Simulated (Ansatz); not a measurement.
# RbCl under changes of volume

One of the cells (35.094 Å³/atom); the others are scaled copies at fixed shape and fractional positions:

```
Rb Cl
1.0
     0.00000    3.27400    3.27400
     3.27400    0.00000    3.27400
     3.27400    3.27400    0.00000
Rb Cl
1 1
Direct
  0.00000 0.00000 0.00000
  0.50000 0.50000 0.50000
```

| Quantity | Value |
| --- | --- |
| Program | Ansatz 0.2.0 |
| Functional | PBE |
| Potentials or basis | Ansatz PAW |
| Cutoff | 420 eV (not typed: the program's choice for these potentials) |
| k mesh | 7 × 7 × 7 |
| Occupations | fermi-dirac, width 0.05 eV |
| Spin | no spin polarisation |

```csv
volume (Å³/atom),energy over the lowest point (meV/atom),pressure (GPa),gap on the mesh (eV)
32.989,32.00,2.6,5.26
33.690,21.97,2.0,5.19
34.392,?,?,?
35.094,8.16,1.2,5.05
35.796,3.95,0.8,4.99
36.498,1.29,0.4,4.92
37.200,0.00,0.1,4.87
```

What does the run at 34.392 Å³/atom give?

Energy over the lowest point 14.10 meV/atom; pressure 1.6 GPa; gap on the mesh 5.12 eV.

Worked out: A Birch-Murnaghan fit of order 3 (a polynomial in V^(-2/3)) to the other rows has its minimum at 37.58 Å³/atom, just outside them, with B0 = V·E''(V) = 14.1 GPa and B' = 5.0. It gives 14.10 meV/atom at 34.392 Å³/atom, against the run's 14.10, and -dE/dV = 1.6 GPa, against 1.6. A straight line through the other rows of the gap, of slope -3.29 eV per unit of ln V (its deformation potential), gives 5.12 eV, against the run's 5.12.

Energies are extrapolated to zero smearing.

Caveats: odd divisions of the mesh miss points on the zone boundary, where band edges often lie, so the gap on the mesh can be too wide.

A mesh can miss the band edges. Spin-orbit coupling on Rb is left out.
